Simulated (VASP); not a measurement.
Write the native input for VASP 6.6.1 that does the following.

- Task: single point
- Functional: PBE
- Potentials or basis: VASP PAW PBE potentials, release 64 (Sc_sv)
- Cutoff: 750 eV
- k mesh: 18 × 18 × 1
- Occupations: methfessel-paxton, width 0.1 eV
- Spin: no spin polarisation
- Vacuum (Å): 22
- Dipole correction: yes
- Further INCAR settings: ALGO = Normal; EDIFF = 1e-08; NBANDS = 40

The structure of Sc lies in POSCAR:

```
Sc
1.0
    3.2109718934      0.0000000000      0.0000000000
   -1.6054859467      2.7807832305      0.0000000000
    0.0000000000      0.0000000000     32.4869902896
Sc
5
Direct
    0.6666666667      0.3333333333      0.3385970785
    0.3333333333      0.6666666667      0.4192985392
    0.0000000000      0.0000000000      0.5000000000
    0.6666666667      0.3333333333      0.5807014608
    0.3333333333      0.6666666667      0.6614029215
```

The input as run:

INCAR

```
ALGO     = Normal         # electronic algorithm
DIPOL    = 0.5 0.5 0.500
EDIFF    = 1E-8           # SCF threshold, eV
ENCUT    = 750            # plane-wave cutoff, eV
GGA      = PE             # functional
IDIPOL   = 3            
ISIF     = 2              # what is computed and relaxed
ISMEAR   = 1              # smearing method
LASPH    = True           # aspherical terms in the spheres
LCHARG   = False          # write CHGCAR
LDIPOL   = True         
LREAL    = False          # projectors in reciprocal space
LVACPOTAV= True         
LVHAR    = True         
LWAVE    = False          # write WAVECAR
NBANDS   = 40             # bands
NELM     = 120            # most SCF steps
PREC     = Accurate       # precision mode
SIGMA    = 0.1            # smearing width, eV
```

KPOINTS

```
k-points
0
Gamma
  18 18 1
```

Potentials or basis: VASP PAW PBE potentials, release 64 (Sc_sv).

Run with:

```sh
$ cat potpaw_PBE.64/Sc_sv/POTCAR > POTCAR
$ mpirun -np 1 vasp_std > vasp.out
```

Results of the run:

```yaml
Largest_force: 0.245 eV/Å
Band_gap_on_the_k_mesh: none (metal or under the smearing width)
Work_function_of_the_upper_face: 3.63 eV
Work_function_of_the_lower_face: 3.63 eV
```

It took 44 min on 1 thread of AMD EPYC 7R43 64-Core Processor (Zen 3), with other jobs on the host, peak memory 0.82 GiB.
